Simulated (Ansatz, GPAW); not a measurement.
## One calculation of ZnS, 3 ways

```
CELL_PARAMETERS angstrom
0.00000 2.70200 2.70200
2.70200 0.00000 2.70200
2.70200 2.70200 0.00000
ATOMIC_POSITIONS crystal
Zn 0.75000 0.75000 0.75000
S 0.00000 0.00000 0.00000
```

Alike in all runs: task single point; functional PBE; k mesh 9 × 9 × 9; occupations gaussian, width 0.017 eV; no spin polarisation; no spin-orbit coupling. Pressure is positive in compression and, in plane waves, holds the error of the finite cutoff, which Ansatz's Pulay term estimates and takes out.

```tsv
program and potentials	plane-wave cutoff (eV)	notes	pressure (GPa)
Ansatz, Ansatz PAW	420	Pulay term of +0.07 GPa included	1.60
Ansatz, all-electron LAPW, scalar-relativistic	-	-	?
GPAW, GPAW PAW data sets (gpaw-data 1.2.1)	600	-	1.62
```

Question: Estimate from the other rows what the run with Ansatz, all-electron LAPW, scalar-relativistic gave.

Answer: Pressure 1.61 GPa. The other rows, which needn't bracket it: pressure 1.60 to 1.62.
